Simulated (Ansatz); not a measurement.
**Ga: response to strain**

Aim: deform Ga (equal xy, yz and zx engineering shear strains of +2 %) and compute stress, forces and field gradients with LAPW, PAW and all-electron datasets made for the crystal.

Computed with Ansatz 0.2.0 (DFT PBEsol, scalar-relativistic, unless a step's input says otherwise).

### Step 1. The system as given

It takes space group I4/mmm (No. 139, tetragonal). The conventional cell has a = 2.808 Å, b = 2.808 Å, c = 4.458 Å, α = 90.00°, β = 90.00°, γ = 90.00°. Ga (site symmetry 4/mmm) has 12 Ga at 2.81 to 2.99 Å as nearest neighbours.

Coordinates:

```
Ga
1.0
    -1.40400    1.40400    2.22900
     1.40400   -1.40400    2.22900
     1.40400    1.40400   -2.22900
Ga
1
Direct
  0.00000 0.00000 0.00000
```

### Step 2. The deformed structure

Space group I4/mmm before, C2/m after.

### Step 3. Full-potential LAPW

input.yaml

```yaml
crystal:
  lattice:
    - [-1.36767, 1.41225, 2.229]
    - [1.41225, -1.36767, 2.229]
    - [1.39575, 1.39575, -2.20092]
  atoms:
    - { symbol: Ga, position: [0.0, 0.0, 0.0] }
kpoints:
  mp_grid: { grid: [16, 16, 16] }
  band_path:
    path:
      - [0.0, 0.0, 0.0]
      - [0.5, 0.5, -0.5]
      - [0.7957990378, 0.2042009622, -0.5]
      - [0.2042009622, -0.2042009622, -0.5]
      - [0.0, 0.0, -0.5]
      - [0.0, 0.0, 0.0]
      - [0.5, -0.5, 0.0]
      - [0.5, 0.0, -0.5]
      - [0.0, 0.0, 0.0]
    npoints: 5
scf:
  occupations: { method: fermi_dirac, width: 0.03 }
hamiltonian:
  xc: pbesol
  pseudopotentials: { kind: all_electron, lapw: { basis_error: 0.001 } }
output:
  forces: true
  stress: true
  eigenvalues: true
```

Launch:

```console
ansatz run input.yaml --threads 1 --pin off --max-ram 3072MiB --backend cpu --events-out ev --progress --plain --runs-dir out
```

Output (excerpt; [...] marks lines left out):

```text
LAPW: plane waves up to 7.758 Å⁻¹, error target 1.0e-3 eV per atom; small_component_spin mean_spin; Ga in spheres of 1.404 Å, 21 of its electrons in bands, Dirac shells []
[...]
Pseudopotentials: kind: all_electron
Pseudopotential: Ga, LAPW, valence charge 21, Koelling and Harmon's equation, gaussian nucleus
Functional definition: PBEsol
[...]
Crystal: 1 atoms, lattice volume = 17.570 Å³
Basis set: ecut = 229.2893400572017 eV, 145 PW (Γ), exchange–correlation at level 2
Bands: 15, of which v1, the nominal top of the filled ones, is band 11 counted from 1 (10 counted from 0)
Symmetry: 4 space group operations
Space group: C2/m (ITA 12), of the structure as read, at distance tolerance 2.6e-5 Å
k-points: 1098 of 4096
[...]
SCF iter   1: F=—  HF=-52860.072580 eV  |F-HF|=—  |Δ(HF+E_count)|=         —  Δρ=9.74e-3  dr2=9.61e-3  ethr=4.56e-5  ⟨swp⟩=3.2  Hψ=114663  notcnv=0
[...]
SCF iter   7: F=-52860.029772 eV  HF=-52860.029772 eV  |F-HF|=2.11e-10  |Δ(HF+E_count)|=   4.92e-8  Δρ=1.18e-6  dr2=1.64e-10  ethr=3.08e-10  ⟨swp⟩=2.0  Hψ=46640  notcnv=0
[...]
NSCF: frozen V_eff on 41 k-points
SCF converged after 7 iterations
Free energy (F): -52860.029772 eV
[...]
E sigma→0 (E₀):  -52860.029310 eV
Entropy (-TS):   -0.000924 eV (-0.924 meV/atom)
Fermi energy:    12.775965 eV
[...]
--- Forces (eV/Å), atoms counted from 1 ---
  atom   1  Ga     0.00000000     0.00000000     0.00000000
[...]
--- Stress (GPa, compression-positive) ---
        0.713171      -0.697495      -0.397086
       -0.697495       0.713171      -0.397086
       -0.397086      -0.397086       0.511877
  P = ⅓ Tr σ = 0.6461 GPa (6.461 kbar)
--- Band table (eV; the first three rows and the last of 1098) ---
  k-point 0: bands = ["-130.5992", "-81.5097", "-81.4930", "-81.4928", "-2.2393", "-2.1108", "-2.1020", "-2.0761", "-1.9405", "1.1575", "25.4523", "25.6935", "26.2156", "28.7963", "29.2803"]
[...]
```

Run time: 58 s. Hardware: 1 thread of Arm Neoverse V2, shared host; peak memory 0.82 GiB.

In short: pressure 0.65 GPa; no gap.

### Step 4. Frozen-core PAW

input.yaml

```yaml
crystal:
  lattice:
    - [-1.36767, 1.41225, 2.229]
    - [1.41225, -1.36767, 2.229]
    - [1.39575, 1.39575, -2.20092]
  atoms:
    - { symbol: Ga, position: [0.0, 0.0, 0.0] }
kpoints:
  mp_grid: { grid: [16, 16, 16] }
scf:
  occupations: { method: fermi_dirac, width: 0.03 }
hamiltonian:
  xc: pbesol
  pseudopotentials: { kind: paw }
output:
  forces: true
  stress: true
  eigenvalues: true
  efg: { contact_densities: true }
  write_density: true
  write_potential: true
  elf: true
  volumetric_format: npy
```

Launch:

```console
ansatz run input.yaml --threads 1 --pin off --max-ram 3072MiB --backend cpu --events-out ev --progress --plain --runs-dir out
```

Output (excerpt; [...] marks lines left out):

```text
[...]
Pseudopotentials: kind: paw
Pseudopotential: Ga, paw, valence charge 13, recommended cutoff 420 eV (normal)
[... 1 set-up line as earlier in the session ...]
[...]
Crystal: 1 atoms, lattice volume = 17.570 Å³
Basis set: ecut = 420 eV, 345 PW (Γ), exchange–correlation on 40×40×40 points (8 copies of the dense FFT grid, shifted against one another)
Bands: 11, of which v1, the nominal top of the filled ones, is band 7 counted from 1 (6 counted from 0)
[... 2 set-up lines as earlier in the session ...]
k-points: 1098 of 4096
[...]
SCF iter   1: F=—  HF=-3743.186440 eV  |F-HF|=—  |Δ(HF+E_count)|=         —  Δρ=1.99e-3  dr2=3.41e-4  ethr=1.77e-3  ⟨swp⟩=5.6  Hψ=72352  notcnv=0
[...]
SCF iter   6: F=-3743.185974 eV  HF=-3743.185974 eV  |F-HF|=2.32e-11  |Δ(HF+E_count)|=  7.50e-11  Δρ=3.78e-7  dr2=1.27e-11  ethr=1.00e-12  ⟨swp⟩=4.7  Hψ=57823  notcnv=0
[...]
SCF converged after 6 iterations
Free energy (F): -3743.185974 eV
[...]
E sigma→0 (E₀):  -3743.185512 eV
Entropy (-TS):   -0.000924 eV (-0.924 meV/atom)
Fermi energy:    10.564574 eV
[...]
--- Forces (eV/Å), atoms counted from 1 ---
  atom   1  Ga     0.00000000     0.00000000     0.00000000
[...]
--- Stress (GPa, compression-positive) ---
        0.676145      -0.696877      -0.396436
       -0.696877       0.676145      -0.396436
       -0.396436      -0.396436       0.476042
  P = ⅓ Tr σ = 0.6094 GPa (6.094 kbar)
--- PAW observables at the nuclei: V_zz in 10²¹ V/m², potentials from the cell's mean, atoms counted from 1 ---
  atom   1  Ga V_zz =    +2.153276   η = 0.0890   by run symmetry: allowed
            electrostatic potential = -4134.062494 V   contact ρ = 187073.755515 e/Å³
--- Band table (eV; the first three rows and the last of 1098) ---
  k-point 0: bands = ["-4.4564", "-4.3283", "-4.3195", "-4.2938", "-4.1577", "-1.0526", "23.2296", "23.4705", "23.9917", "26.5901", "27.0573"]
[...]
```

It took 15 s on 1 thread of Arm Neoverse V2, shared host; peak memory 0.48 GiB.

In short: pressure 0.61 GPa; no gap; Vzz Ga 2.15 (η = 0.09) (10²¹ V/m²).

The fields are shown in the conventional cell of this run's space group, carried over from its grid by interpolation.

Density in a lattice plane of the grid's cell (edges 4.01 and 3.93 Å, at 0.000 of the third edge), which holds Ga.

Values in e/Å³, 12 rows by 12 columns:
```
18.12  6.67  0.97  0.29  0.16  0.12  0.10  0.12  0.16  0.29  0.97  6.67
 1.66  1.01  0.45  0.24  0.18  0.17  0.16  0.17  0.18  0.24  0.45  1.01
 0.35  0.31  0.24  0.22  0.24  0.31  0.35  0.31  0.24  0.22  0.24  0.31
 0.16  0.17  0.18  0.24  0.45  1.01  1.66  1.01  0.45  0.24  0.18  0.17
 0.10  0.12  0.16  0.29  0.97  6.67 18.12  6.67  0.97  0.29  0.16  0.12
 0.09  0.10  0.16  0.33  1.53 17.07 52.09 17.07  1.53  0.33  0.16  0.10
 0.10  0.12  0.16  0.29  0.97  6.67 18.12  6.67  0.97  0.29  0.16  0.12
 0.16  0.17  0.18  0.24  0.45  1.01  1.66  1.01  0.45  0.24  0.18  0.17
 0.35  0.31  0.24  0.22  0.24  0.31  0.35  0.31  0.24  0.22  0.24  0.31
 1.66  1.01  0.45  0.24  0.18  0.17  0.16  0.17  0.18  0.24  0.45  1.01
18.12  6.67  0.97  0.29  0.16  0.12  0.10  0.12  0.16  0.29  0.97  6.67
52.09 17.07  1.53  0.33  0.16  0.10  0.09  0.10  0.16  0.33  1.53 17.07
```
Columns run along the first of these edges and rows up along the second, over one cell in 12 and 12 even steps from the bottom left corner. Atoms in the plane (fractional): Ga at (0.00, 0.00), Ga at (0.50, 0.50).

ELF in the same plane.

Ten even steps from '0' (0.05) to '9' (0.56):
```
100134454321112345443100
001244555432223455544210
223445565544444556554432
444455666655555666655444
444566766544444566766544
555666655444444455666655
444556554432223445565544
223455544210001244555432
112345443100100134454321
112345443101910134454321
112345443100100134454321
223455544210001244555432
444556554432223445565544
555666655444444455666655
444566766544444566766544
444455666655555666655444
223445565544444556554432
001244555432223455544210
100134454321112345443100
910134454321112345443101
```
Columns run along the first of these edges and rows up along the second, over one cell in 24 and 20 even steps from the bottom left corner. Atoms in the plane (fractional): Ga at (0.00, 0.00), Ga at (0.50, 0.50).

Both are smooth fields of the valence electrons: close to the nuclei they are not physical.

### Step 5. Datasets made for this crystal

Edit input.yaml of step 4 so:

```diff
@@ -13,3 +13,3 @@
   xc: pbesol
-  pseudopotentials: { kind: paw }
+  pseudopotentials: { kind: all_electron, datasets: crystal }
 output:
@@ -19,5 +19 @@
   efg: { contact_densities: true }
-  write_density: true
-  write_potential: true
-  elf: true
-  volumetric_format: npy
```

Launch:

```console
ansatz run input.yaml --threads 1 --pin off --max-ram 3072MiB --backend cpu --events-out ev --progress --plain --runs-dir out
```

Output (excerpt; [...] marks lines left out):

```text
[...]
[... 1 set-up line as earlier in the session ...]
Pseudopotential: Ga, paw, valence charge 13, recommended cutoff 240 eV (normal), Koelling and Harmon's equation, gaussian nucleus
[... 1 set-up line as earlier in the session ...]
[...]
Crystal: 1 atoms, lattice volume = 17.570 Å³
Basis set: ecut = 240 eV, 149 PW (Γ), exchange–correlation on 32×32×30 points (8 copies of the dense FFT grid, shifted against one another)
Bands: 11, of which v1, the nominal top of the filled ones, is band 7 counted from 1 (6 counted from 0)
[... 2 set-up lines as earlier in the session ...]
k-points: 1098 of 4096
[...]
SCF iter   1: F=—  HF=-52860.023726 eV  |F-HF|=—  |Δ(HF+E_count)|=         —  Δρ=1.85e-2  dr2=6.58e-2  ethr=4.99e-4  ⟨swp⟩=3.4  Hψ=68210  notcnv=0
[...]
In the spheres:  the bands' charges fall short by 8.1e-6 e at most (sound up to 1e-3)
Fermi energy:    12.775955 eV
[...]
  The terms above E_closure are by the made datasets' own strengths, without shells solved beside the bands.
--- Forces (eV/Å), atoms counted from 1 ---
  atom   1  Ga    -0.00000000     0.00000000     0.00000000
[...]
--- Stress (GPa, compression-positive) ---
        0.713103      -0.697609      -0.397329
       -0.697609       0.713103      -0.397329
       -0.397329      -0.397329       0.510531
  P = ⅓ Tr σ = 0.6456 GPa (6.456 kbar)
--- PAW observables at the nuclei: V_zz in 10²¹ V/m², potentials from the cell's mean, atoms counted from 1 ---
  atom   1  Ga V_zz =    +2.176700   η = 0.0892   by run symmetry: allowed
            electrostatic potential = -4132.425306 V   contact ρ = 187141.772784 e/Å³
--- Band table (eV; the first three rows and the last of 1098) ---
  k-point 0: bands = ["-2.2398", "-2.1107", "-2.1018", "-2.0757", "-1.9410", "1.1575", "25.4524", "25.6934", "26.2156"]
[...]
```

Wall time 48 s (1 thread of Arm Neoverse V2, shared host); peak memory 0.71 GiB.

In short: pressure 0.65 GPa; no gap; Vzz Ga 2.18 (η = 0.09) (10²¹ V/m²).

### Step 6. Stress and forces compared

Stress (GPa, compression positive):

```tsv
method	xx	yy	zz	yz	xz	xy
LAPW	0.71	0.71	0.51	-0.40	-0.40	-0.70
PAW	0.68	0.68	0.48	-0.40	-0.40	-0.70
crystal datasets	0.71	0.71	0.51	-0.40	-0.40	-0.70
```

```
          method  pressure (GPa)  Vzz Ga (10²¹ V/m²)  SCF cycles, all passes
            LAPW            0.65                   –                       7
             PAW            0.61                2.15                       6
crystal datasets            0.65                2.18                       9
```

### Step 7. Results

```
                                 quantity                                           value
                                 pressure  LAPW 0.65, PAW 0.61, crystal datasets 0.65 GPa
largest shear or deviatoric stress (LAPW)                                        0.70 GPa
```

**Reading.** The largest part of the stress beyond the pressure is 0.70 GPa in size, in the xy component. No run of the undeformed cell stands beside it, so the pressure holds what the given cell had before the change. PAW: stress within 0.04 GPa of LAPW. Crystal datasets: stress within 0.01 GPa of LAPW.
